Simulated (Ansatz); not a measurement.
The calculation used DFT PBE, scalar-relativistic, plane waves, PAW in Ansatz. The final run on the 8-atom cell used 420 eV, a Γ-centred 8×8×12 mesh, 0.02 eV smearing and no spin polarisation.

The zero of energy is the elements' standard structures at the same level (N₂ as a molecule); no fitted shifts are applied.

Problem. Suggest a trial structure for an orthorhombic narrow-gap semiconductor with formula Sc3AlN4, with a gap near 0.3 eV, a formation energy near −1.64 eV/atom and a density near 4.19 g/cm³, in a cell of 8 atoms.

Solution. Sc3AlN4, space group Cmmm (No. 65). Around Sc on a site of symmetry 2/m lie 6 N at 2.20–2.22 Å, 8 Sc at 3.11–3.13 Å and 4 Al at 3.13 Å; Sc on a site of symmetry mmm has 6 N at 2.25–2.26 Å, 2 Al at 3.11 Å and 10 Sc at 3.12–3.13 Å; Al has 6 N at 2.15–2.19 Å, 10 Sc at 3.11–3.13 Å and 2 Al at 3.12 Å; N on a site of symmetry 2mm is surrounded by 2 Al at 2.15 Å and 4 Sc at 2.22–2.26 Å; 1 more site not described.

```
CELL_PARAMETERS angstrom
3.11251 -4.43918 0.00000
3.11251 4.43918 0.00000
0.00000 0.00000 3.12302
ATOMIC_POSITIONS crystal
Sc 0.00000 0.50000 0.00000
Sc 0.00000 0.00000 0.50000
Sc 0.50000 0.00000 0.00000
Al 0.50000 0.50000 0.50000
N 0.73660 0.73660 0.00000
N 0.74702 0.25298 0.50000
N 0.25298 0.74702 0.50000
N 0.26340 0.26340 0.00000
```

| Item | Value |
| --- | --- |
| Volume per atom | 10.79 Å³ |
| Density | 4.19 g/cm³ |
| Formation energy | −1.636 eV/atom |
| Gap on the 8×8×12 mesh of the 8-atom cell | 0.31 eV |

The structure comes from a generated guess, relaxed at this level; another structure or a mixture of phases may lie lower. Other answers may fit too; this one was computed.

Kohn–Sham gaps at this level usually fall short of measured ones. Small gaps are read on the mesh alone, and bands can cross between its points. A structure relaxed within its symmetry needn't be a true minimum.
